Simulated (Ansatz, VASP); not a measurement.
# BaTiO3 in VASP and in Ansatz

```xyz
5
Lattice="4.0452 0.0000 0.0000 0.0000 4.0452 0.0000 0.0000 0.0000 4.1057" Properties=species:S:1:pos:R:3 pbc="T T T"
Ba    2.0226    2.0226    2.4067
Ti    0.0000    0.0000    0.4220
O     0.0000    2.0226    0.2566
O     2.0226    0.0000    0.2566
O     0.0000    0.0000    2.2418
```

Change from the starting cell: biaxial strain in the a-b plane, c and atoms relaxed: +1.5 %.

Alike in both runs: functional PBE; k mesh 8 × 8 × 6; occupations gaussian, width 0.02 eV; no spin polarisation.

Ansatz relaxed the structure, and its values are those at the end. VASP's run is a single point on that final structure, the one shown.

|  | VASP | Ansatz |
| --- | --- | --- |
| version | VASP 6.6.1 | Ansatz 0.2.0 |
| potentials or method | VASP PAW PBE potentials, release 64 (Ba_sv, Ti_sv, O) | scalar-relativistic, plane waves, PAW |
| plane-wave cutoff (eV) | 520 | 420 |
| valence electrons in the cell | 40 | 40 |

|  | VASP | Ansatz | Ansatz less VASP |
| --- | --- | --- | --- |
| gap on the k mesh at the Fermi level (eV) | 1.75 | 1.81 | +0.061 |
| least direct gap on the mesh (eV) | 2.21 | 2.24 | +0.034 |
| pressure (GPa) | -0.8 | -2.3 | -1.54 |
| rms of the force components (eV/Å) | 0.032 | 0.000 | -0.0322 |

Caveats: spin-orbit coupling is left out, which moves the levels of the heavy elements. A k mesh can miss the band edges.
